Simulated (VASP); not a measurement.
Input of a VASP 6.6.1 run:

INCAR

```
SYSTEM = GaSb
PREC = Accurate
ENCUT = 520
EDIFF = 1E-7
ISMEAR = -1
SIGMA = 0.05
LREAL = .False.
LASPH = .True.
NELM = 60
ALGO = Normal
ISIF = 2
LWAVE = .False.
LCHARG = .False.
GGA = PE
NBANDS = 16
```

KPOINTS

```
regular mesh
0
Gamma
  8 8 8
  0 0 0
```

File POSCAR:

```
GaSb
1.0
    0.0000000000      3.0590000000      3.0590000000
    3.0590000000      0.0000000000      3.0590000000
    3.0590000000      3.0590000000      0.0000000000
Sb Ga
1 1
Direct
    0.7494990000      0.7416860000      0.7524200000
   -0.0028690000      0.0099860000      0.0012180000
```

Potentials or basis: VASP PAW PBE potentials, release 64 (Sb, Ga_d).

Launch:

```bash
$ cat potpaw_PBE.64/Sb/POTCAR potpaw_PBE.64/Ga_d/POTCAR > POTCAR
$ mpirun -np 1 vasp_std > vasp.out
```

Q: What does it give for the pressure?

A: 2.5 GPa.

Q: Estimate the largest force.

A: 0.616 eV/Å.

Q: Predict the band gap on the k mesh.

A: 0.16 eV, direct.

Stress tensor (GPa, compression positive):
```
 2.53 -1.08  0.36
-1.08  2.59 -1.16
 0.36 -1.16  2.53
```

Caveat: spin-orbit coupling is left out, which moves the levels of the heavy elements. A k mesh can miss the band edges.
